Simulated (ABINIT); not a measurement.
# MgB2 in ABINIT: the effect of target pressure

Crystal: MgB2.

```
CELL_PARAMETERS angstrom
3.08500 0.00000 0.00000
-1.54250 2.67169 0.00000
0.00000 0.00000 3.52300
ATOMIC_POSITIONS crystal
Mg 0.00000 0.00000 0.00000
B 0.66667 0.33333 0.50000
B 0.33333 0.66667 0.50000
```

Alike in all runs:

```yaml
Program: ABINIT 10.8.3 (patched build)
Task: relaxation of cell and atoms
Functional: PBE
Potentials_or_basis: JTH PAW PBE v2.0
Cutoff: 517 eV
k_mesh: 10 × 10 × 8
Occupations: fermi-dirac, width 0.05 eV
Spin: no spin polarisation
```

Each run relaxes the cell or the atoms first.

```csv
target pressure,relaxed volume (Å³/atom)
0 GPa,?
5 GPa,9.31
10 GPa,9.04
20 GPa,8.59
30 GPa,8.22
```

Task: What does the run with target pressure 0 GPa give?

Result: Relaxed volume 9.63 Å³/atom.

Worked out: In Murnaghan's law V^(-B') rises as a straight line in P. The other rows fit best with B' = 3.3, V0 = 9.62 Å³/atom and B0 = 146 GPa, which gives 9.62 Å³/atom at 0 GPa, against the run's 9.63.

Caveats: the atomic spheres overlap; the volume moved by over 15 % at a fixed basis, so the end points are rough (some runs).
